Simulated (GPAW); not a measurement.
Runs of GPAW 26.7.0 on NaCl. The structure is cubic, space group Pm-3m (No. 221). Conventional cell: a = 3.502 Å, b = 3.502 Å, c = 3.502 Å, α = 90.00°, β = 90.00°, γ = 90.00°. Cl (site symmetry m-3m) has 8 Na at 3.03 Å as nearest neighbours. Na (site symmetry m-3m) has 8 Cl at 3.03 Å as nearest neighbours. Measurements of this composition are mostly on another form, of space group No. 225.

```csv
task,level,potentials or basis,cell,smearing,optimizer,fmax,max steps,convergence,eigensolver,gap on the mesh (eV),pressure (GPa),relaxed volume (Å³/atom)
relaxation of cell and atoms,revPBE+D3(BJ),"the program's PAW data sets (release 1.2.1) made for this functional, pw",relaxed,fermi-dirac 0.05 eV,FIRE,0.01 eV/Å,100,density=1e-05 forces=0.0001,-,4.45,0.1,20.24
relaxation of cell and atoms,RPBE+D3(BJ),"the program's PAW data sets (release 1.2.1) made for this functional, pw",relaxed,fermi-dirac 0.05 eV,FIRE,0.05 eV/Å,60,density=1e-05 forces=0.0001,-,5.51,0.5,15.90
relaxation of cell and atoms,PBEsol+D4,"PAW data sets generated in the run's folder for this functional, pw",relaxed,fermi-dirac 0.05 eV,LBFGS,0.05 eV/Å,100,density=1e-05 forces=0.0001,-,4.08,0.2,20.02
single point,PBEsol+D4,"PAW data sets generated in the run's folder for this functional, pw",as given,fermi-dirac 0.05 eV,-,-,-,-,-,(a),-1.7,-
relaxation of cell and atoms,revPBE+D4,"the program's PAW data sets (release 1.2.1) made for this functional, pw",relaxed,fermi-dirac 0.05 eV,BFGS,0.01 eV/Å,40,density=1e-05 forces=0.0001,-,4.23,0.0,21.62
single point,LDA,"the program's PAW data sets (release 1.2.1) made for this functional, pw",as given,gaussian 0.02 eV,-,-,-,-,-,3.60,(b),-
relaxation of cell and atoms,BLYP+D3(BJ),"PAW data sets generated in the run's folder for this functional, pw",relaxed to 5 GPa,fermi-dirac 0.05 eV,FIRE,0.05 eV/Å,60,density=1e-05 forces=0.0001,davidson,4.89,5.2,-
relaxation of cell and atoms,BLYP+D4,"PAW data sets generated in the run's folder for this functional, pw",relaxed,fermi-dirac 0.05 eV,LBFGS,0.01 eV/Å,60,density=1e-05 forces=0.0001,davidson,4.06,0.0,21.27
```

Alike in all rows: no spin polarisation; k mesh 8 × 8 × 8; cutoff (eV) 800.

Q: Fill in the values left out.

A: (a) 3.84; (b) -3.0.

Caveats: later steps reuse the first step's grids (some runs); the volume moved by over 15 % at a fixed basis, so the end points are rough (some runs).

A k mesh can miss the band edges.

Runs at the PBE level aren't shown here.
